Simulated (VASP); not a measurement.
Wanted: the native input for a VASP 6.6.1 run.

```yaml
Task: single point
Functional: PBE
Potentials_or_basis: VASP PAW PBE potentials, release 64 (K_sv, Cl)
Cutoff: 450 eV
k_mesh: 1 × 1 × 1
Occupations: gaussian, width 0.05 eV
Spin: no spin polarisation
Cell_repeated: 5 × 5 × 4
Further_INCAR_settings: LREAL = Auto; ALGO = Normal; EDIFF = 1e-05; NBANDS = 906
```

The structure of KCl (Sylvite) lies in POSCAR:

```
KCl
1.0
    0.0000000000     15.7323500000     15.7323500000
   15.7323500000      0.0000000000     15.7323500000
   12.5858800000     12.5858800000      0.0000000000
K Cl
100 100
Direct
    0.0007690000     -0.0001390000      0.0009970000
    0.0025310000     -0.0016800000      0.2489940000
    0.0014140000     -0.0007180000      0.4996180000
    0.0002680000      0.0007750000      0.7497330000
    0.0000870000      0.1989930000     -0.0004970000
   -0.0008120000      0.2002540000      0.2511100000
    0.0005080000      0.1995070000      0.4987520000
    0.0024560000      0.1994630000      0.7500140000
    0.0006170000      0.3990490000     -0.0052740000
    0.0008130000      0.3996010000      0.2494920000
   -0.0034400000      0.4027190000      0.5016490000
   -0.0006990000      0.4019630000      0.7524150000
   -0.0009220000      0.6012410000     -0.0027760000
   -0.0019260000      0.6006230000      0.2494810000
   -0.0009260000      0.6007380000      0.4989050000
   -0.0005400000      0.5995740000      0.7507600000
    0.0005890000      0.8000220000      0.0013870000
    0.0010000000      0.7980440000      0.2504940000
   -0.0009880000      0.8027320000      0.4986810000
   -0.0014710000      0.8008720000      0.7488620000
    0.1992720000     -0.0011450000      0.0015600000
    0.2008010000     -0.0016910000      0.2494740000
    0.1989280000     -0.0020720000      0.5031510000
    0.2006410000     -0.0012090000      0.7521170000
    0.2017320000      0.1987510000     -0.0003720000
    0.1974040000      0.1997700000      0.2524220000
    0.2004190000      0.2010590000      0.4984140000
    0.1971210000      0.2006000000      0.7497120000
    0.1991950000      0.3995840000      0.0026270000
    0.2008720000      0.4000210000      0.2499720000
    0.1993190000      0.4005000000      0.5014630000
    0.1991070000      0.3966010000      0.7536320000
    0.1988050000      0.5984770000      0.0015730000
    0.1998840000      0.6017610000      0.2485930000
    0.2019200000      0.6004040000      0.4991950000
    0.1973560000      0.5997560000      0.7512170000
    0.1975660000      0.8011210000      0.0027780000
    0.2004920000      0.8011330000      0.2489280000
    0.1992990000      0.7993380000      0.5009080000
    0.1992010000      0.8020680000      0.7485340000
    0.3947420000      0.0005550000      0.0029380000
    0.4008870000     -0.0027950000      0.2549650000
    0.4009520000     -0.0025560000      0.5002130000
    0.4006580000      0.0003570000      0.7483480000
    0.4004830000      0.1991800000      0.0000590000
    0.3995940000      0.1985930000      0.2497450000
    0.3978800000      0.2000360000      0.4999710000
    0.3985090000      0.2013880000      0.7517370000
    0.3988930000      0.4006710000      0.0003800000
    0.3987590000      0.3990310000      0.2522250000
    0.3976360000      0.4003510000      0.5015480000
    0.4020380000      0.4010650000      0.7465220000
    0.3992350000      0.5966880000      0.0013380000
    0.4006340000      0.5989150000      0.2513520000
    0.4014880000      0.5998470000      0.4986910000
    0.4014470000      0.5989520000      0.7528920000
    0.4003760000      0.7994860000     -0.0007700000
    0.4000340000      0.8002980000      0.2498860000
    0.4018360000      0.7970680000      0.4996820000
    0.4029830000      0.7995290000      0.7477920000
    0.5987950000     -0.0005720000      0.0018910000
    0.5970150000      0.0008120000      0.2558290000
    0.5993440000     -0.0023090000      0.5010270000
    0.6005710000      0.0017680000      0.7481920000
    0.5965370000      0.2035420000     -0.0021340000
    0.6027600000      0.1975600000      0.2491940000
    0.6002050000      0.2032820000      0.4972050000
    0.5974140000      0.2032970000      0.7506940000
    0.5994130000      0.3981740000      0.0006780000
    0.5970130000      0.4024220000      0.2514230000
    0.5986760000      0.4008670000      0.5001110000
    0.5992940000      0.3984740000      0.7505640000
    0.5999020000      0.5994610000     -0.0003710000
    0.6003850000      0.6010520000      0.2488210000
    0.5995440000      0.5991880000      0.5002440000
    0.5997910000      0.6011980000      0.7472470000
    0.6007210000      0.7999640000     -0.0026790000
    0.5973090000      0.7988400000      0.2524100000
    0.5985000000      0.7988070000      0.5024940000
    0.5975230000      0.8003290000      0.7514250000
    0.7999320000      0.0004550000     -0.0003400000
    0.8026840000     -0.0038330000      0.2509640000
    0.8017200000     -0.0023960000      0.4993250000
    0.7993100000      0.0005770000      0.7500540000
    0.7997010000      0.2015930000     -0.0014060000
    0.7996920000      0.2004550000      0.2483120000
    0.7985350000      0.1998200000      0.5012850000
    0.7967480000      0.2012860000      0.7498690000
    0.7986910000      0.4013620000     -0.0016080000
    0.8000370000      0.3982190000      0.2520960000
    0.7985710000      0.3967420000      0.5025800000
    0.7956820000      0.4029260000      0.7537320000
    0.7974440000      0.5991620000      0.0031000000
    0.7997890000      0.5993530000      0.2523030000
    0.7998650000      0.5984020000      0.5013270000
    0.7991290000      0.5995840000      0.7515640000
    0.8002780000      0.7980530000     -0.0008850000
    0.7999280000      0.8015630000      0.2504330000
    0.7993760000      0.7991310000      0.5014070000
    0.8007690000      0.7986400000      0.7532920000
    0.0999560000      0.0991260000      0.1246790000
    0.1005230000      0.0989220000      0.3746750000
    0.0989370000      0.1016810000      0.6263290000
    0.1001750000      0.1025640000      0.8740640000
    0.0994830000      0.2998180000      0.1237190000
    0.0987400000      0.3011930000      0.3732350000
    0.1028400000      0.2970060000      0.6247680000
    0.0993790000      0.2998870000      0.8736110000
    0.0983400000      0.4999060000      0.1245850000
    0.1005770000      0.5012140000      0.3730370000
    0.0993820000      0.5015210000      0.6258110000
    0.1018520000      0.4980900000      0.8742050000
    0.0988890000      0.6967620000      0.1302030000
    0.0992680000      0.7018610000      0.3732950000
    0.1009730000      0.6994130000      0.6226030000
    0.0987300000      0.6997580000      0.8767650000
    0.1013660000      0.8986240000      0.1254010000
    0.1028070000      0.8979870000      0.3735030000
    0.0996360000      0.9019430000      0.6246530000
    0.1010880000      0.8979770000      0.8749990000
    0.2996140000      0.0989820000      0.1278790000
    0.3012200000      0.1010480000      0.3735680000
    0.2985960000      0.1022760000      0.6238480000
    0.2997140000      0.0970840000      0.8804200000
    0.3004910000      0.2969250000      0.1275650000
    0.3026080000      0.2993340000      0.3729730000
    0.3012640000      0.2989590000      0.6247070000
    0.2994950000      0.3023940000      0.8756280000
    0.3005930000      0.4992230000      0.1238190000
    0.2987500000      0.4998170000      0.3779440000
    0.2999780000      0.4998090000      0.6268640000
    0.2984450000      0.4983230000      0.8764820000
    0.2992180000      0.6991310000      0.1265360000
    0.2974570000      0.7014910000      0.3749060000
    0.3008230000      0.6961270000      0.6287080000
    0.3007220000      0.6999980000      0.8763430000
    0.2957430000      0.8999090000      0.1279310000
    0.2978180000      0.9015600000      0.3748780000
    0.3029520000      0.8986980000      0.6238180000
    0.3016640000      0.8985680000      0.8750740000
    0.4999940000      0.0996190000      0.1251440000
    0.4993760000      0.0999570000      0.3765190000
    0.4987310000      0.1018160000      0.6251290000
    0.5005260000      0.0985110000      0.8778680000
    0.4983210000      0.3013090000      0.1275190000
    0.5012470000      0.2988460000      0.3748390000
    0.4994470000      0.2994930000      0.6230030000
    0.5029960000      0.2996270000      0.8738540000
    0.4991050000      0.5000790000      0.1269720000
    0.5028230000      0.5012400000      0.3735800000
    0.4988980000      0.5011740000      0.6257080000
    0.4995380000      0.5001100000      0.8737120000
    0.5016140000      0.6984860000      0.1273590000
    0.5004660000      0.6996840000      0.3786300000
    0.4987510000      0.7004530000      0.6282660000
    0.4995470000      0.7000090000      0.8756200000
    0.5007410000      0.9000870000      0.1244170000
    0.4993830000      0.8977140000      0.3757490000
    0.5005020000      0.8998100000      0.6258590000
    0.4996560000      0.8990760000      0.8768360000
    0.7016700000      0.1002400000      0.1241300000
    0.7019700000      0.0978550000      0.3786220000
    0.7001270000      0.0996180000      0.6278610000
    0.6998090000      0.1005000000      0.8724190000
    0.6993650000      0.3009640000      0.1264410000
    0.6988600000      0.2970670000      0.3777620000
    0.6984990000      0.2988880000      0.6269440000
    0.6955750000      0.3023700000      0.8772240000
    0.7013570000      0.4969500000      0.1259510000
    0.7001700000      0.5003250000      0.3761880000
    0.7022580000      0.5009320000      0.6207180000
    0.7002830000      0.4994080000      0.8726640000
    0.7001760000      0.7012390000      0.1253800000
    0.7024610000      0.6986240000      0.3741760000
    0.7051740000      0.6991970000      0.6222030000
    0.7021180000      0.7005470000      0.8724850000
    0.6982780000      0.8992480000      0.1224090000
    0.7005680000      0.9005900000      0.3729110000
    0.6990970000      0.9019850000      0.6231590000
    0.7002990000      0.9015900000      0.8774790000
    0.8999970000      0.0981600000      0.1273480000
    0.9002790000      0.1018780000      0.3744430000
    0.8986390000      0.1016050000      0.6241040000
    0.8972290000      0.1017050000      0.8757720000
    0.9002230000      0.3016100000      0.1211560000
    0.8997440000      0.3007180000      0.3772270000
    0.8995800000      0.2990250000      0.6260950000
    0.9010340000      0.3007450000      0.8762000000
    0.9004230000      0.4992610000      0.1246580000
    0.8966720000      0.4997400000      0.3795890000
    0.9020680000      0.4992390000      0.6269020000
    0.8973160000      0.4989250000      0.8784410000
    0.9004170000      0.6993410000      0.1215090000
    0.9000370000      0.6993140000      0.3765970000
    0.8981490000      0.7005070000      0.6266470000
    0.8957140000      0.6990820000      0.8781780000
    0.8981640000      0.8959630000      0.1275200000
    0.8986640000      0.8986160000      0.3758790000
    0.9004510000      0.8985060000      0.6233340000
    0.8976490000      0.8993370000      0.8788320000
```

The cell isn't the ideal one: supercell [5, 5, 4], atoms moved at random, drawn with an rms of 0.05 Å.

These files were run (other wordings do the same):

INCAR

```
ALGO = Normal
EDIFF = 1E-5
ENCUT = 450
GGA = PE
ISIF = 2
ISMEAR = 0
LASPH = T
LCHARG = F
LREAL = Auto
LUSENCCL = F
LWAVE = F
NBANDS = 906
NELM = 80
NSIM = 16
PREC = Accurate
SIGMA = 0.05
```

KPOINTS

```
k-points
0
Gamma
  1 1 1
```

Potentials or basis: VASP PAW PBE potentials, release 64 (K_sv, Cl).

Command:

```bash
$ cat potpaw_PBE.64/K_sv/POTCAR potpaw_PBE.64/Cl/POTCAR > POTCAR
$ mpirun -np 1 vasp_gam > vasp.out
```

Results of the run:

```json
{
  "Pressure": "0.8 GPa",
  "Largest force": "0.247 eV/Å",
  "Band gap on the k mesh": "5.14 eV"
}
```

Caveat: the k mesh is coarse (spacing up to 0.43 Å⁻¹), so the values aren't converged; an odd mesh through Γ misses points on the zone boundary, where band edges often lie.

Run time: 7.7 min on 1 × NVIDIA H100 80GB with 1 thread of AMD EPYC 7R13 Processor (Zen 3), with other jobs on the host, peak memory 6.1 GiB.
